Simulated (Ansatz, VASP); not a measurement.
**One calculation of Ge, two programs**

The input INCAR:

```
  ALGO = Normal
  EDIFF = 1E-6
  ENCUT = 520
  GGA = PS
  ISIF = 2
  ISMEAR = -1
  LASPH = T
  LCHARG = F
  LREAL = F
  LWAVE = F
  NBANDS = 13
  NELM = 80
  PREC = Accurate
  SIGMA = 0.2
```

KPOINTS

```
k-points
0
Gamma
  12 12 11
```

POSCAR

```
Ge
1.0
    1.3971490000     -2.6005160000      0.0000000000
    1.3971490000      2.6005160000      0.0000000000
    0.0000000000      0.0000000000      2.6982310000
Ge
1
Direct
    0.5000000000      0.5000000000      0.0000000000
```

Input for Ansatz:

```yaml
crystal:
  lattice:
    - [1.397149, -2.600516, 0.0]
    - [1.397149, 2.600516, 0.0]
    - [0.0, 0.0, 2.698231]
  atoms:
    - { symbol: Ge, position: [0.5, 0.5, 0.0] }
basis:
  ecutwfc: 500.0
kpoints:
  mp_grid:
    grid: [12, 12, 11]
hamiltonian:
  xc: pbesol
scf:
  max_iter: 150
  convergence:
    dr2_threshold: 1.0e-09
  occupations:
    method: fermi_dirac
    width: 0.2
  eigensolver:
    kind: davidson
    full_accuracy: true
output:
  stress: true
```

This isn't the form of Ge at room conditions, which is diamond.

Alike in both runs: task single point; functional PBEsol; k mesh 12 × 12 × 11; occupations fermi-dirac, width 0.2 eV; no spin polarisation.

|  | VASP | Ansatz |
| --- | --- | --- |
| version | VASP 6.6.1 | Ansatz 0.2.0 |
| potentials or method | VASP PAW PBE potentials, release 64 (Ge_d) | plane waves, PAW |
| plane-wave cutoff (eV) | 520 | 500 |
| valence electrons in the cell | 14 | 14 |

|  | VASP | Ansatz | Ansatz less VASP |
| --- | --- | --- | --- |
| pressure (GPa) | -4.0 | -3.9 | +0.11 |
| largest component of the traceless stress (GPa) | 1.94 | 1.96 | +0.022 |

Ansatz warned: «stress_scf_threshold_loose».

Caveats: the PAW data sets were made with another functional, which shifts forces and pressure a little (VASP).
